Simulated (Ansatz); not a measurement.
# BeS: the cost of one run

Program: Ansatz 0.2.0. Level of theory: DFT PBE, scalar-relativistic, plane waves, PAW. These are calculated values, not measurements.

### Step 1. The system as given

It takes space group F-43m (No. 216, cubic). Conventional cell: a = 4.877 Å, b = 4.877 Å, c = 4.877 Å, α = 90.00°, β = 90.00°, γ = 90.00°. Be (site symmetry -43m) has 4 S at 2.11 Å as nearest neighbours. S (site symmetry -43m) is surrounded by 4 Be at 2.11 Å.

As a file:

```cif
data_structure
_symmetry_space_group_name_H-M 'F-43m'
_symmetry_Int_Tables_number 216
_cell_length_a 4.8766
_cell_length_b 4.8766
_cell_length_c 4.8766
_cell_angle_alpha 90.000
_cell_angle_beta 90.000
_cell_angle_gamma 90.000
_cell_volume 115.97
loop_
_atom_site_label
_atom_site_type_symbol
_atom_site_symmetry_multiplicity
_atom_site_Wyckoff_symbol
_atom_site_fract_x
_atom_site_fract_y
_atom_site_fract_z
_atom_site_occupancy
Be1 Be 4 c 0.25000 0.25000 0.25000 1
S1 S 4 a 0.00000 0.00000 0.00000 1
```

The cell was relaxed beforehand at this level, from a distorted copy of a database structure. At a tolerance of 0.02 Å it has space group F-43m (No. 216); it has 14.50 Å³/atom, an uncorrected energy of -1.07 eV/atom over the elements.

### Step 2. Static run: bands, density of states and charges

File input.yaml:

```yaml
crystal:
  lattice:
    - [0.0, 2.438279356, 2.438279356]
    - [2.438279356, 0.0, 2.438279356]
    - [2.438279356, 2.438279356, 0.0]
  atoms:
    - { symbol: Be, position: [0.75, 0.75, 0.75] }
    - { symbol: S, position: [0.0, 0.0, 0.0] }
basis:
  ecutwfc: 420
kpoints:
  mp_grid: { grid: [8, 8, 8] }
  band_path:
    path:
      - [[0.0, 0.0, 0.0], [-0.5, -0.5, 0.0], [-0.375, -0.375, 0.25]]
      - [[-0.375, 0.0, 0.375], [0.0, 0.0, 0.0], [0.0, 0.0, 0.5], [-0.5, -0.25, 0.25], [-0.5, -0.5, 0.0]]
    npoints: 14
hamiltonian:
  xc: pbe
scf:
  occupations: { method: gaussian, width: 0.02 }
  n_extra_bands: 6
output:
  forces: true
  stress: true
  eigenvalues: true
  populations: true
  dos: { projected: true, de: 0.02, nscf_kmesh: { grid: [12, 12, 12] } }
  bader: true
  write_density: true
  write_potential: true
  elf: true
  volumetric_format: npy
```

Command:

```sh
ansatz run input.yaml --threads 1 --pin off --max-ram 2048MiB --backend cpu --events-out ev --progress --plain --runs-dir out
```

Q: Estimate wall time and peak memory on 1 thread of Arm Neoverse V2, shared host.

About 16 s, with a peak of 0.27 GiB.
